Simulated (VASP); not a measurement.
Runs of VASP 6.6.1 on As2Pt (Sperrylite). It takes space group Pa-3 (No. 205, cubic). The conventional cell has a = 5.983 Å, b = 5.983 Å, c = 5.983 Å, α = 90.00°, β = 90.00°, γ = 90.00°. As (site symmetry 3) has 1 As at 2.43 Å and 3 Pt at 2.50 Å as nearest neighbours. Pt (site symmetry -3) has 6 As at 2.50 Å as nearest neighbours. 

```csv
task,cell,gap on the mesh (eV),pressure (GPa)
relaxation of the atoms,atoms relaxed from: a relaxed cell with its volume scaled by 0.96,(a),7.1
relaxation of the atoms,atoms relaxed from: a relaxed cell with its volume scaled by 1.06,0.02,-7.8
relaxation of cell and atoms,relaxed,0.26,0.0
relaxation of the atoms,atoms relaxed,0.26,0.0
```

Alike in all rows: level PBEsol; potentials or basis VASP PAW PBE potentials, release 64 (As, Pt); no spin polarisation; k mesh 6 × 6 × 6; cutoff (eV) 600; smearing gaussian 0.03 eV.

**Question.** Fill in the values left out.

**Answer.** (a) 0.45.

Caveats: the PAW data sets were made with another functional, which shifts forces and pressure a little; spin-orbit coupling is left out, which moves the levels of the heavy elements; the relaxation stopped at its first step, so nothing moved (some runs).

A k mesh can miss the band edges, and the runs leave out spin-orbit coupling on As, Pt.
